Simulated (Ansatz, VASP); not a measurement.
Pd: VASP beside Ansatz

```
Pd
1.0
     0.00000    1.92114    1.92114
     1.92114    0.00000    1.92114
     1.92114    1.92114    0.00000
Pd
1
Direct
  0.00000 0.00000 0.00000
```

Alike in both runs: task single point; functional LDA; k mesh 14 × 14 × 14; occupations gaussian, width 0.03 eV; no spin polarisation.

```csv
,VASP,Ansatz
version,VASP 6.6.1,Ansatz 0.2.0
potentials or method,"VASP PAW LDA potentials, release 64 (Pd)","plane waves (420 eV) with PAW, scalar-relativistic"
plane-wave cutoff (eV),520,420
valence electrons in the cell,10,18
```

```csv
,VASP,Ansatz,Ansatz less VASP
pressure (GPa),-0.2,-0.5,-0.32
```

The two sets of potentials don't hold the same shells in valence. Ansatz warned: «pseudo_functional_mismatch».
